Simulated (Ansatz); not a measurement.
# Structure relaxation of MgI

Computed with DFT PBE, scalar-relativistic, plane waves, PAW in Ansatz 0.2.0. Cutoff 420 eV, Γ-centred k mesh, Gaussian smearing, no spin polarisation in the final step.

The start puts MgI on the sites of a reported CoO cell (I4/mmm, No. 139), with Mg in place of Co, I in place of O, at a guessed volume.

```
CELL_PARAMETERS angstrom
-2.28667 2.28667 3.19535
2.28667 -2.28667 3.19535
2.28667 2.28667 -3.19535
ATOMIC_POSITIONS crystal
Mg 0.00000 0.00000 0.00000
I 0.50000 0.50000 0.00000
```

Cell and atoms relax at zero pressure; the relaxation can't lower the symmetry of the start.

The zero of energy is the elements' standard structures at the same level; no fitted shifts are applied.

Describe the relaxed structure.

It ends in Fm-3m (No. 225). The result has the rock salt structure. Conventional cell: a = 6.487 Å. Around Mg lie 6 I at 3.24 Å; I is coordinated by 6 Mg at 3.24 Å.

Space group Fm-3m (No. 225). a = 6.487 Å, b = 6.487 Å, c = 6.487 Å, α = 90.00°, β = 90.00°, γ = 90.00°
| atom | site | symmetry | x | y | z |
| --- | --- | --- | --- | --- | --- |
| Mg | 4a | m-3m | 0.0000 | 0.0000 | 0.0000 |
| I | 4b | m-3m | 0.5000 | 0.0000 | 0.0000 |

What are its volume, energy, density and gap?

The volume per atom is 34.12 Å³. The density is 3.68 g/cm³. The energy over the elements is -0.31 eV/atom and the gap on the 18×18×18 mesh is 0 eV (a metal).

The final run used a 18×18×18 mesh on its 2-atom cell and 0.10 eV smearing. The k mesh leaves about 4 meV/atom of noise in metals. Spin–orbit coupling is left out. A structure relaxed within its symmetry needn't be a true minimum.

Cost: 2 runs of about 2.2 core-minutes in all, on Intel Xeon 6975P-C (Granite Rapids) (shared hosts).